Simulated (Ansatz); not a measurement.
# Au(111) / 3 layers Pt(111) / Au(111): resistance against film thickness, part 2 of 2

Aim: what a thin film of another metal adds to the resistance, first Au(111) / 3 layers Pt(111) / Au(111).

Ansatz 0.2.0; Ansatz plane-wave DFT, PBE, PAW files; ballistic transport by layer matching (Landauer), zero bias.

So far. Step 5 (With 8 layers, film layers 8): The conductance of the junction is 6.4e14 S/m², 2.2 % over the 6.3e14 S/m² of the last finished run, within the error estimates, leads' steps apart, of 4.6 and 4.2 %.

## (6) With 10 layers, film layers 10

The stack now holds 10 film layers; the k-mesh follows the cell, and the energies span -0.27 to 0.27 eV.

System of this step: Au(111) / 10 layers Pt(111) / Au(111). The cell holds 18 atoms: 8 Au and 10 Pt. Cell: a = 2.884 Å, b = 2.884 Å, c = 39.775 Å, α = 90.0°, β = 90.0°, γ = 120.0°. It derives from Au and Pt. Regions: lead, 8 atoms (8 Au); films, 10 atoms (10 Pt). The structure is stacked along c, and the current runs across the ab planes.

input.yaml reads:

```yaml
crystal:
  lattice:
    - [2.8837582304, 0.0, 0.0]
    - [-1.4418791152, 2.4974078859, 0.0]
    - [0.0, 0.0, 39.7752476746]
  atoms:
    - { symbol: Au, position: [0.0, 0.0, 0.0295985427] }
    - { symbol: Au, position: [0.3333333333, 0.6666666667, 0.0887956282] }
    - { symbol: Au, position: [0.6666666667, 0.3333333333, 0.1479927136] }
    - { symbol: Au, position: [0.0, 0.0, 0.2071897991] }
    - { symbol: Pt, position: [0.3333333333, 0.6666666667, 0.2631095076] }
    - { symbol: Pt, position: [0.6666666667, 0.3333333333, 0.3157518393] }
    - { symbol: Pt, position: [0.0, 0.0, 0.3683941709] }
    - { symbol: Pt, position: [0.3333333333, 0.6666666667, 0.4210365025] }
    - { symbol: Pt, position: [0.6666666667, 0.3333333333, 0.4736788342] }
    - { symbol: Pt, position: [0.0, 0.0, 0.5263211658] }
    - { symbol: Pt, position: [0.3333333333, 0.6666666667, 0.5789634975] }
    - { symbol: Pt, position: [0.6666666667, 0.3333333333, 0.6316058291] }
    - { symbol: Pt, position: [0.0, 0.0, 0.6842481607] }
    - { symbol: Pt, position: [0.3333333333, 0.6666666667, 0.7368904924] }
    - { symbol: Au, position: [0.6666666667, 0.3333333333, 0.7928102009] }
    - { symbol: Au, position: [0.0, 0.0, 0.8520072864] }
    - { symbol: Au, position: [0.3333333333, 0.6666666667, 0.9112043718] }
    - { symbol: Au, position: [0.6666666667, 0.3333333333, 0.9704014573] }
kpoints:
  mp_grid: { grid: [15, 15, 1] }
hamiltonian:
  xc: pbe
scf:
  occupations: { method: fermi_dirac, width: 0.1 }
output:
  transmission:
    leads: [[0, 1]]
    kmesh: [30, 30]
    e_range: [-0.27, 0.27]
    de: 0.036
  write_potential: true
  write_density: true
  volumetric_format: npy
```

Launch:

```bash
$ ansatz run input.yaml --threads 4 --pin off --max-ram 8192MiB --backend cpu --events-out ev --progress --plain --runs-dir out
```

The job ended after 74 s (4 threads of Arm Neoverse V2, shared host; peak memory 1.9 GiB; 4.5 min of CPU time).

This step gave:

| Item | Value |
| --- | --- |
| free energy | -230423.8494 eV |
| energy at zero smearing | -230423.5857 eV |
| Fermi energy | 22.14 eV |
| step of the lead's potential | 8.8 meV |
| estimated errors of the lead's conductance | 0, 4.1, 0.3 % (band edges, k-mesh, distance from neutral) |
| lead conductance per cell | 0.7944 G₀ |
| conductance of the junction | 6.32e14 S/m² |
| junction conductance per cell | 0.5872 G₀ |
| estimated errors of the junction's conductance | 0.3, 0, 3.7, 7.6, 2.5 % (energy step, band edges, k-mesh, leads' steps, distance from neutral) |
| area resistance that the stack adds (contact term taken off, spin by spin) | 0.4127 fΩ m² |

Per spin. The transmission, zone mean by energy, zero at the Fermi level:

| energy (eV) | transmission, zone mean |
| --- | --- |
| -0.270 | 0.638 |
| -0.234 | 0.618 |
| -0.198 | 0.637 |
| -0.162 | 0.633 |
| -0.126 | 0.647 |
| -0.090 | 0.642 |
| -0.054 | 0.605 |
| -0.018 | 0.611 |
| 0.018 | 0.564 |
| 0.054 | 0.576 |
| 0.090 | 0.553 |
| 0.126 | 0.561 |
| 0.162 | 0.582 |
| 0.198 | 0.547 |
| 0.234 | 0.579 |
| 0.270 | 0.579 |

The conductance of the junction is 6.3e14 S/m², 1.9 % under the 6.4e14 S/m² of the last finished run, within the error estimates, leads' steps apart, of 4.2 and 3.7 %.

## (7) Cost and result by level

Times are for 4 threads of Arm Neoverse V2, shared host. Results by setting:

| no. | film layers | area resistance that the stack adds (contact term taken off, spin by spin) (fΩ m²) | conductance of the junction (S/m²) | time | memory (GiB) |
| --- | --- | --- | --- | --- | --- |
| 1 | 3 | 0.3718 | 6.49e14 | 3.7 min | 1.3 |
| 2 | 5 | 0.4320 | 6.24e14 | 2 min | 1.7 |
| 3 | 6 | 0.4179 | 6.30e14 | 2.3 min | 1.9 |
| 4 | 8 | 0.3832 | 6.44e14 | 2.6 min | 2.3 |
| 5 | 10 | 0.4127 | 6.32e14 | 74 s | 1.9 |

## (8) With 5 layers

A repeat with a changed input, to see how far the result depends on it.

This step: Ansatz plane-wave DFT, PBE, PAW files; ballistic transport by layer matching (Landauer), zero bias; changed: basis.ecutwfc = "40.4 Ry", hamiltonian.pseudopotentials = {"kind": "paw", "source": "ansatz"} (Ansatz 0.2.0).

System of this step: Au(111) / 5 layers Pt(111) / Au(111). The cell holds 13 atoms: 8 Au and 5 Pt. Cell: a = 2.884 Å, b = 2.884 Å, c = 29.353 Å, α = 92.8°, β = 87.2°, γ = 120.0°. It derives from Au and Pt. Regions: lead, 8 atoms (8 Au); films, 5 atoms (5 Pt). The structure is stacked along c, and the current runs across the ab planes.

input.yaml reads:

```yaml
crystal:
  lattice:
    - [2.8837582304, 0.0, 0.0]
    - [-1.4418791152, 2.4974078859, 0.0]
    - [1.4418791152, -0.8324692953, 29.3059387786]
  atoms:
    - { symbol: Au, position: [0.986609206, 0.013390794, 0.040172382] }
    - { symbol: Au, position: [0.2931609513, 0.7068390487, 0.120517146] }
    - { symbol: Au, position: [0.5997126967, 0.4002873033, 0.20086191] }
    - { symbol: Au, position: [0.906264442, 0.093735558, 0.281206674] }
    - { symbol: Pt, position: [0.2142989184, 0.7857010816, 0.3571032448] }
    - { symbol: Pt, position: [0.5238161259, 0.4761838741, 0.4285516224] }
    - { symbol: Pt, position: [0.8333333333, 0.1666666667, 0.5] }
    - { symbol: Pt, position: [0.1428505408, 0.8571494592, 0.5714483776] }
    - { symbol: Pt, position: [0.4523677483, 0.5476322517, 0.6428967552] }
    - { symbol: Au, position: [0.7604022247, 0.2395977753, 0.718793326] }
    - { symbol: Au, position: [0.06695397, 0.93304603, 0.79913809] }
    - { symbol: Au, position: [0.3735057153, 0.6264942847, 0.879482854] }
    - { symbol: Au, position: [0.6800574607, 0.3199425393, 0.959827618] }
kpoints:
  mp_grid: { grid: [15, 15, 1] }
hamiltonian:
  xc: pbe
  pseudopotentials: { kind: paw, source: ansatz }
scf:
  occupations: { method: fermi_dirac, width: 0.1 }
output:
  transmission:
    leads: [[0, 1]]
    kmesh: [30, 30]
    e_range: [-0.27, 0.27]
    de: 0.036
  write_potential: true
  write_density: true
  volumetric_format: npy
basis:
  ecutwfc: "40.4 Ry"
```

Elapsed: 6.1 min, on 4 threads; peak memory 2.4 GiB; 16 min of CPU time.

This step gave:

| Quantity | Value |
| --- | --- |
| free energy | -168206.6703 eV |
| energy at zero smearing | -168206.5212 eV |
| Fermi energy | 21.79 eV |
| step of the lead's potential | 7.8 meV |
| estimated errors of the lead's conductance | 0, 4.1, 0.4 % (band edges, k-mesh, distance from neutral) |
| lead conductance per cell | 0.7943 G₀ |
| conductance of the junction | 6.24e14 S/m² |
| junction conductance per cell | 0.5805 G₀ |
| estimated errors of the junction's conductance | 0, 0, 3.9, 4.1, 2.1 % (energy step, band edges, k-mesh, leads' steps, distance from neutral) |
| area resistance that the stack adds (contact term taken off, spin by spin) | 0.4311 fΩ m² |

Per spin. The transmission, zone mean by energy, zero at the Fermi level:

| energy (eV) | transmission, zone mean |
| --- | --- |
| -0.270 | 0.715 |
| -0.234 | 0.669 |
| -0.198 | 0.656 |
| -0.162 | 0.615 |
| -0.126 | 0.622 |
| -0.090 | 0.637 |
| -0.054 | 0.596 |
| -0.018 | 0.576 |
| 0.018 | 0.568 |
| 0.054 | 0.574 |
| 0.090 | 0.570 |
| 0.126 | 0.564 |
| 0.162 | 0.596 |
| 0.198 | 0.624 |
| 0.234 | 0.622 |
| 0.270 | 0.575 |

The conductance of the junction is unchanged within 0.05 %.

## (9) Results

```json
{"area resistance, 3 layers": "0.372 fΩ m²", "area resistance, 5 layers": "0.432 fΩ m²", "area resistance, 6 layers": "0.418 fΩ m²", "area resistance, 8 layers": "0.383 fΩ m²", "area resistance, 10 layers": "0.413 fΩ m²"}
```

The stack adds 0.37 fΩ m² with 3 layers and 0.41 fΩ m² with 10. From 5 layers on no step exceeds the two runs' error estimates together, as expected where only the two interfaces scatter; half the mean, 0.21 fΩ m², is a rough coherent figure for one interface. Atoms sit on ideal sites and aren't relaxed. Spin-orbit coupling is left out, which matters for Au and Pt. Pt(111) is stretched by 4.0 % in plane to fit Au(111), at its own atomic volume.

[Logs are printed without paths, hosts, clocks, repeated set-up lines and the standing remarks that a program may print on its own settings, such as how far it seeks lower states.]

[Hosts, paths, dates, database ids (printed as entryN), source tags and the programs' standing remarks are cut or masked in the printed files.]
